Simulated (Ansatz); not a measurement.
Crystal: AlPt.

```
Pt Al
1.0
     3.09155    0.00000    0.00000
     0.00000    3.09155    0.00000
     0.00000    0.00000    3.09155
Pt Al
1 1
Direct
  0.50000 0.50000 0.50000
  0.00000 0.00000 0.00000
```

Measurements of this composition are mostly on another form, of space group No. 198.

| Property | Result |
| --- | --- |
| Program | Ansatz 0.2.0 |
| Task | relaxation of cell and atoms |
| Functional | PBEsol |
| Potentials or basis | Ansatz PAW |
| Cutoff | 420 eV (not typed: the program's choice for these potentials) |
| k mesh | 9 × 9 × 9 |
| Occupations | fermi-dirac, width 0.05 eV |
| Spin | no spin polarisation |

At the start: volume 14.77 Å³/atom.

Q: Where does the relaxation end?

A: It ends after 5 steps and the volume is 14.33 Å³/atom (-3.0 %); space group Pm-3m (No. 221, to 0.05 Å).

Step by step:
```
step  energy change (eV)  largest force (eV/Å)  volume (Å³)
   1              0.0000                0.0000        29.55
   2             -0.0077                0.0000        28.03
   3             -0.0167                0.0000        28.70
   4             -0.0167                0.0000        28.66
   5             -0.0164                0.0000        28.66
```

Final structure:
```cif
data_structure
_symmetry_space_group_name_H-M 'P 1'
_symmetry_Int_Tables_number 1
_cell_length_a 3.0602
_cell_length_b 3.0602
_cell_length_c 3.0602
_cell_angle_alpha 90.000
_cell_angle_beta 90.000
_cell_angle_gamma 90.000
_cell_volume 28.66
loop_
_atom_site_label
_atom_site_type_symbol
_atom_site_fract_x
_atom_site_fract_y
_atom_site_fract_z
_atom_site_occupancy
Pt1 Pt 0.50000 0.50000 0.50000 1
Al1 Al 0.00000 0.00000 0.00000 1
```

Caveat: the plane-wave basis is chosen anew once the cell has moved, so the energies of steps on either side of that aren't comparable; the PAW data sets come from PBE, with cores solved anew for the run's functional, which leaves a small shift of forces and pressure.
